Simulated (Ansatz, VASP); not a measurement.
**Two plane-wave programs on Ni**

The input INCAR:

```
  PREC = Accurate
  ENCUT = 520
  EDIFF = 1E-7
  ISMEAR = -1
  SIGMA = 0.05
  LREAL = F
  LASPH = T
  NELM = 120
  ALGO = Normal
  ISIF = 2
  LWAVE = F
  LCHARG = T
  ISPIN = 2
  MAGMOM = 1
  LORBIT = 11
  LMAXMIX = 4
  GGA = PS
  LELF = T
  LVHAR = T
  NBANDS = 15
```

Contents of KPOINTS:

```
Automatic mesh
0
Gamma
  13 13 13
```

Contents of POSCAR:

```
Ni
1.0
    0.0000000000      1.7375729330      1.7375729330
    1.7375729330      0.0000000000      1.7375729330
    1.7375729330      1.7375729330      0.0000000000
Ni
1
Direct
    0.0000000000      0.0000000000      0.0000000000
```

File input.yaml:

```yaml
crystal:
  lattice:
    - [0.0, 1.737572933, 1.737572933]
    - [1.737572933, 0.0, 1.737572933]
    - [1.737572933, 1.737572933, 0.0]
  atoms:
    - { symbol: Ni, position: [0.0, 0.0, 0.0], spin: 1.0 }
hamiltonian:
  xc: pbesol
  pseudopotentials: { kind: paw }
magnetization:
  spin_polarized: true
kpoints:
  mp_grid: { grid: [13, 13, 13] }
scf:
  occupations: { method: fermi_dirac, width: 0.05 }
output:
  forces: true
  stress: true
  eigenvalues: true
```

Alike in both runs: task single point; functional PBEsol; k mesh 13 × 13 × 13; occupations fermi-dirac, width 0.05 eV; collinear spin, ferromagnetic start.

```csv
,VASP,Ansatz
version,VASP 6.6.1,Ansatz 0.2.0
potentials or method,"VASP PAW PBE potentials, release 64 (Ni)",Ansatz PAW
plane-wave cutoff (eV),520,420
valence electrons in the cell,10,18
```

|  | VASP | Ansatz | Ansatz less VASP |
| --- | --- | --- | --- |
| gap on the k mesh at the Fermi level (eV) | none | none | - |
| pressure (GPa) | -2.4 | -2.4 | +0.02 |
| net moment per atom (μB) | 0.62 | 0.63 | +0.006 |
| size of the moment on the site where the two differ most (μB) | 0.63 | 0.66 | +0.033 |

Site moments also hang on the region over which each program counts them. A gap of «none» marks a metal or a gap that the smearing closes. The functional is the same, so the differences come from potentials, cutoffs and numerics. The two sets of potentials don't hold the same shells in valence.

Caveats: the PAW data sets were made with another functional, which shifts forces and pressure a little (VASP); the PAW data sets come from PBE, with cores solved anew for the run's functional, which leaves a small shift of forces and pressure (Ansatz).
